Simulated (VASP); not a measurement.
Here is a VASP 6.6.1 calculation.

File INCAR:

```
ALGO = Fast ; CSHIFT = 0.05
EDIFF = 1E-7 ; ENCUT = 520
GGA = PE ; ISIF = 2
ISMEAR = 0 ; LASPH = True
LCHARG = False ; LOPTICS = True
LREAL = False ; LWAVE = False
NBANDS = 65 ; NEDOS = 2000
NELM = 60 ; PREC = Accurate
SIGMA = 0.02
```

File KPOINTS:

```
k-points
0
Gamma
  10 10 5
```

File POSCAR:

```
CuO
1.0
    2.3446500000     -1.7134000000      0.0000000000
    2.3446500000      1.7134000000      0.0000000000
   -0.8605543552      0.0000000000      5.0594363927
Cu O
2 2
Direct
    0.4968000000      0.0032000000      0.5000000000
    0.0032000000      0.4968000000      0.0000000000
    0.4056000000      0.5714000000      0.7537000000
    0.5714000000      0.4056000000      0.2537000000
```

Potentials or basis: VASP PAW PBE potentials, release 64 (Cu, O).

Run with:

```sh
$ cat potpaw_PBE.64/Cu/POTCAR potpaw_PBE.64/O/POTCAR > POTCAR
$ mpirun -np 1 vasp_std > vasp.out
```

Task: What does it give for the band gap on the k mesh?

Result: None (metal or under the smearing width).

Task: Estimate the largest force.

Result: 0.788 eV/Å.

Task: Predict the pressure.

Result: 6.3 GPa.

Forces on the atoms (eV/Å):
```
Cu  -0.649 -0.367  0.255
Cu  -0.649  0.367  0.255
O    0.649 -0.257 -0.255
O    0.649  0.257 -0.255
```

Caveat: the run has no spin polarisation, though such a crystal can be magnetic; semilocal functionals often make such compounds metallic where correlation or magnetic order opens a gap, which also shifts bond lengths. With open d or f shells a metallic result of PBE can be an artefact of self-interaction; +U or a hybrid may open a gap.
